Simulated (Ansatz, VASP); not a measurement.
Two plane-wave programs on H2Se

INCAR

```
SYSTEM = H2Se
  PREC = Accurate
  ENCUT = 520
  EDIFF = 1E-7
  ISMEAR = 0
  SIGMA = 0.1
  LREAL = .False.
  LASPH = .True.
  NELM = 100
  ALGO = Normal
  ISIF = 2
  LWAVE = .False.
  LCHARG = .False.
  GGA = PE
  IVDW = 12
  NBANDS = 11
```

Contents of KPOINTS:

```
Automatic mesh
0
Gamma
  6 6 4
  0 0 0
```

The input POSCAR:

```
H2Se
1.0
    3.2109336200      0.0000000000      0.0000000000
   -1.6054668100      2.7807500800      0.0000000000
    0.0000000000      0.0000000000      4.1646049500
H Se
2 1
Direct
    0.3333333300      0.6666666700      0.2500000000
    0.6666666700      0.3333333300      0.7500000000
    0.0000000000      0.0000000000      0.0000000000
```

Input for Ansatz:

```yaml
crystal:
  lattice:
    - [3.21093362, 0.0, 0.0]
    - [-1.60546681, 2.78075008, 0.0]
    - [0.0, 0.0, 4.16460495]
  atoms:
    - { symbol: H, position: [0.33333333, 0.66666667, 0.25] }
    - { symbol: H, position: [0.66666667, 0.33333333, 0.75] }
    - { symbol: Se, position: [0.0, 0.0, 0.0] }
basis:
  ecutwfc: 420
kpoints:
  mp_grid: { grid: [6, 6, 4] }
hamiltonian:
  xc: pbe
  dispersion: d3bj
scf:
  occupations: { method: gaussian, width: 0.1 }
  lower_state_search: "off"
output:
  forces: true
  stress: true
  eigenvalues: true
```

Change from the starting cell: species swapped into the Te2Pt type (P-3m1, No. 164).

Alike in both runs: task single point; functional PBE; dispersion D3(BJ); k mesh 6 × 6 × 4; occupations gaussian, width 0.1 eV; no spin polarisation.

|  | VASP | Ansatz |
| --- | --- | --- |
| version | VASP 6.6.1 | Ansatz 0.2.0 |
| potentials or method | VASP PAW PBE potentials, release 64 (H, Se) | scalar-relativistic, plane waves, PAW |
| plane-wave cutoff (eV) | 520 | 420 |
| valence electrons in the cell | 8 | 18 |

VASP gave:

| Item | Value |
| --- | --- |
| gap on the k mesh at the Fermi level (eV) | none |
| pressure (GPa) | -4.4 |
| largest component of the traceless stress (GPa) | 8.87 |
| rms of the force components (eV/Å) | 0.523 |

Question: Which values does Ansatz return?

Answer: gap on the k mesh at the Fermi level (eV): none; pressure (GPa): -4.4; largest component of the traceless stress (GPa): 8.86; rms of the force components (eV/Å): 0.523.

Atom by atom the forces differ by 0.000 eV/Å (rms over components). A gap of «none» marks a metal or a gap that the smearing closes. The two sets of potentials don't hold the same shells in valence.

Caveats: the k mesh is coarse (spacing up to 0.38 Å⁻¹), so the values aren't converged; pairwise dispersion overbinds metals, which lowers pressure and volume; forces of over 1 eV/Å show positions far from the minimum, so gaps and moduli don't describe the material at rest.
